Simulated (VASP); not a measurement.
Here is a VASP 6.6.1 calculation.

The input INCAR:

```
PREC = Accurate ; ENCUT = 600
EDIFF = 1E-7 ; ISMEAR = 0
SIGMA = 0.03 ; LREAL = F
LASPH = T ; NELM = 80
ALGO = Normal ; ISIF = 3
LWAVE = F ; LCHARG = F
GGA = CA ; IBRION = 2
NSW = 90 ; EDIFFG = -0.005
```

The input KPOINTS:

```
Automatic mesh
0
Gamma
  8 8 8
```

File POSCAR:

```
CdTe                                    
1.0
    0.0000000000      3.2114991918      3.2114991918
    3.2114991918     -0.0000000000      3.2114991918
    3.2114991918      3.2114991918      0.0000000000
  Cd              Te            
     1     1
Direct
     1.0000000000000000    1.0000000000000000    1.0000000000000000
     0.2500000000000000    0.2500000000000000    0.2500000000000000
```

Potentials or basis: VASP PAW LDA potentials, release 64 (Cd, Te).

Command:

```console
$ cat potpaw_LDA.64/Cd/POTCAR potpaw_LDA.64/Te/POTCAR > POTCAR
$ mpirun -np 1 vasp_std > vasp.out
```

What does it give for the space group after relaxing (to 0.05 Å)?

F-43m (No. 216).

Estimate the relaxed cell.

a = 4.539 Å, b = 4.539 Å, c = 4.539 Å, α = 60.00°, β = 60.00°, γ = 60.00°.

What does it give for the band gap on the k mesh?

0.64 eV, direct.

Estimate the relaxed volume.

33.07 Å³/atom.

Final structure:
```cif
data_structure
_symmetry_space_group_name_H-M 'P 1'
_symmetry_Int_Tables_number 1
_cell_length_a 4.5393
_cell_length_b 4.5393
_cell_length_c 4.5393
_cell_angle_alpha 60.000
_cell_angle_beta 60.000
_cell_angle_gamma 60.000
_cell_volume 66.14
loop_
_atom_site_label
_atom_site_type_symbol
_atom_site_fract_x
_atom_site_fract_y
_atom_site_fract_z
_atom_site_occupancy
Cd1 Cd 0.00000 0.00000 0.00000 1
Te1 Te 0.25000 0.25000 0.25000 1
```

Caveat: spin-orbit coupling is left out, which moves the levels of the heavy elements. As with any semilocal functional, this LDA gap is likely too small.
